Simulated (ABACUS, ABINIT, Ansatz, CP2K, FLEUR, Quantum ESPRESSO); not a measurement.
## Cost and result for the band gap of TePb

**What was measured.** The band gap of TePb (Fm-3m) is reported as 0.19 eV at 4.2 K (a printed reference work). The runs below try to reproduce it.

Symmetry: Fm-3m, No. 225, cubic system. Conventional cell: a = 6.462 Å, b = 6.462 Å, c = 6.462 Å, α = 90.00°, β = 90.00°, γ = 90.00°. Pb (site symmetry m-3m) is surrounded by 6 Te at 3.23 Å. Te (site symmetry m-3m) has 6 Pb at 3.23 Å as nearest neighbours.

```tsv
rung	level	program and potentials	cutoff (eV)	k mesh	task	spin	core time	chip	band gap (eV)	miss (eV)	notes
GGA	PBE	CP2K, GTH_SOC_POTENTIALS Pb GTH-PBE-q4, Te GTH-PBE-q6; TZVP-MOLOPT-PBE-GTH basis	-	7 × 7 × 7	band structure	SOC, no magnetisation	22 s	Arm Neoverse V1	0.10	-0.09	atomic basis; 5 valence electrons an atom on average; SOC added after the SCF; from the band path; bands may be inverted
GGA	OLYP	ABACUS, Ansatz NC PBE, plane waves	1129	6 × 6 × 6	single point	off	34 s	AMD EPYC 9R45 Zen 5	0.96	+0.77	potentials made for PBE; 15 valence electrons an atom on average
GGA	revPBE	FLEUR, all-electron, FLAPW	-	7 × 7 × 7	band structure	off	36 s	Arm Neoverse V2	0.78	+0.59	from the band path
GGA	PW91	ABACUS, SPMS ONCV 1.0 PBE, plane waves	1129	6 × 6 × 6	single point	off	68 s	Intel Xeon Platinum 8488C Sapphire Rapids	0.74	+0.55	potentials made for PBE; 15 valence electrons an atom on average
LDA	LDA	Quantum ESPRESSO, PseudoDojo 0.4.1 SR LDA standard	1088	7 × 7 × 7	band structure	off	2 min	Arm Neoverse V1	0.66	+0.47	15 valence electrons an atom on average; from the band path
GGA	HCTH407	ABINIT, JTH PAW PBE v2.0	599	7 × 7 × 7	band structure	off	2.6 min	Arm Neoverse V2	0.98	+0.79	potentials made for PBE; 10 valence electrons an atom on average; from the band path
GGA	PBE	ABINIT, SPMS NC PBE v1.0	871	7 × 7 × 7	band structure	off	3.5 min	Arm Neoverse V1	0.74	+0.55	15 valence electrons an atom on average; from the band path
hybrid	PBEsol0	Ansatz, Ansatz PAW	420	4 × 4 × 4	band structure	off	4.4 min	Arm Neoverse V1	1.65	+1.46	coarse mesh; potentials made for PBE, which Ansatz adapts in part; 15 valence electrons an atom on average
```

Times are single runs on shared hosts and different chips, so they are rough; meshes, cutoffs and the tasks' sizes weigh on the time. Gaps are the least found on the k mesh or the band path, and a mesh can miss the band edges. The cell comes from a database and isn't always the measured one. Meshes differ between rows, which moves values too. All levels ran on this one cell, unrelaxed unless noted. Meshes are those of the run's cell of 2 atoms unless a note names another. Misses use the values as printed. Runs on faulty files, with rough fits or with known faults for this quantity aren't shown.

By rung: LDA 0.66; GGA 0.74 to 0.98; GGA with SOC in atomic bases 0.10; hybrid on coarse meshes 1.65 (eV). Measured: 0.19 eV at 4.2 K (a printed reference work). Closest, coarse meshes and atomic bases left aside, is LDA (+0.47 eV). The runs are for a static lattice, while measurements hold temperature and zero-point motion; rows without SOC leave out spin-orbit coupling, which moves the band edges where heavy atoms are present.
